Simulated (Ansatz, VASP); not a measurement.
GaAs: VASP beside Ansatz

```
Ga As
1.0
     0.00000    2.70887    2.70887
     2.70887    0.00000    2.70887
     2.70887    2.70887    0.00000
Ga As
1 1
Direct
  0.00000 0.00000 0.00000
  0.75000 0.75000 0.75000
```

Alike in both runs: task single point; functional PBEsol; k mesh 10 × 10 × 10; occupations gaussian, width 0.02 eV; no spin polarisation.

```csv
,VASP,Ansatz
version,VASP 6.6.1,Ansatz 0.2.0
potentials or method,"VASP PAW PBE potentials, release 64 (Ga_d, As)","scalar-relativistic, plane waves, PAW"
plane-wave cutoff (eV),520,420
valence electrons in the cell,18,28
```

```csv
,VASP,Ansatz,Ansatz less VASP
gap on the k mesh at the Fermi level (eV),1.08,1.09,+0.009
least direct gap on the mesh (eV),1.45,1.43,-0.024
pressure (GPa),12.3,12.2,-0.08
```

The functional is the same, so the differences come from potentials, cutoffs and numerics. The two sets of potentials don't hold the same shells in valence.

Caveats: the PAW data sets were made with another functional, which shifts forces and pressure a little (VASP). A k mesh can miss the band edges.
